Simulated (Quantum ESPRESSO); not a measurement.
The system is BAs.

```xyz
2
Lattice="0.0000 2.3885 2.3885 2.3885 0.0000 2.3885 2.3885 2.3885 0.0000" Properties=species:S:1:pos:R:3 pbc="T T T"
As    3.5827    3.5827    3.5827
B     0.0000    0.0000    0.0000
```

```yaml
Program: Quantum ESPRESSO 7.5
Task: phonons
Functional: PBE
Potentials_or_basis: PseudoDojo 0.4.1 SR PBE standard
Cutoff: 1143 eV
Density_cutoff: 4572 eV
k_mesh: 8 × 8 × 8, shifted
Occupations: fermi-dirac, width 0.05 eV
Spin: no spin polarisation
Mixing_beta: 0.5
Most_SCF_iterations: 120
SCF_threshold: 4e-10 Ry
```

The first run showed a gap, so the response started from a second, tighter run with fixed occupations.

Problem. Which optical modes does the crystal have at the zone centre, and which show in infrared and Raman spectra?

Solution. The optical modes are T2. Infrared active: T2. Raman active: T2.

Optical modes at Γ, degenerate ones joined, polar ones without the macroscopic field:
```
cm⁻¹  components  symmetry     active in  IR intensity, summed ((D/Å)²/amu)
 692           3        T2  IR and Raman                               1.89
```

Zone-centre frequencies without and with the macroscopic field along z (cm⁻¹):
```
                optical modes in rising order
       without                    692 692 692
with the field                    692 692 695
```
